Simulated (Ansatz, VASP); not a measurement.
## Si in VASP and in Ansatz

```xyz
1
Lattice="2.5321 0.0000 0.0000 0.0000 2.5321 0.0000 0.0000 0.0000 2.5321" Properties=species:S:1:pos:R:3 pbc="T T T"
Si    1.2661    1.2661    1.2661
```

The cell was built by a generator and needn't be a form met in nature.

Alike in both runs: task single point; functional PBE-based screened hybrid; k mesh 5 × 5 × 5; occupations fermi-dirac, width 0.05 eV; no spin polarisation.

|  | VASP | Ansatz |
| --- | --- | --- |
| version | VASP 6.6.1 | Ansatz 0.2.0 |
| potentials or method | VASP PAW PBE potentials, release 64 (Si) | Ansatz PAW |
| plane-wave cutoff (eV) | 520 | 420 |
| valence electrons in the cell | 4 | 4 |

|  | VASP | Ansatz | Ansatz less VASP |
| --- | --- | --- | --- |
| gap on the k mesh at the Fermi level (eV) | none | none | - |
| pressure (GPa) | 1.7 | 1.9 | +0.22 |

A gap of «none» marks a metal or a gap that the smearing closes. With one functional, cell and mesh, what is left measures potentials, basis and numerics.

Caveats: the k mesh is coarse (spacing up to 0.50 Å⁻¹), so the values aren't converged (VASP); the PAW data sets were made with another functional, which shifts forces and pressure a little (VASP); the k mesh is coarse (spacing up to 0.50 Å⁻¹), so the values aren't converged, least of all with exact exchange (Ansatz); the PAW data sets come from PBE, with cores solved anew for the run's functional, which leaves a small shift of forces and pressure (Ansatz); the thresholds are loose for stress (Ansatz).
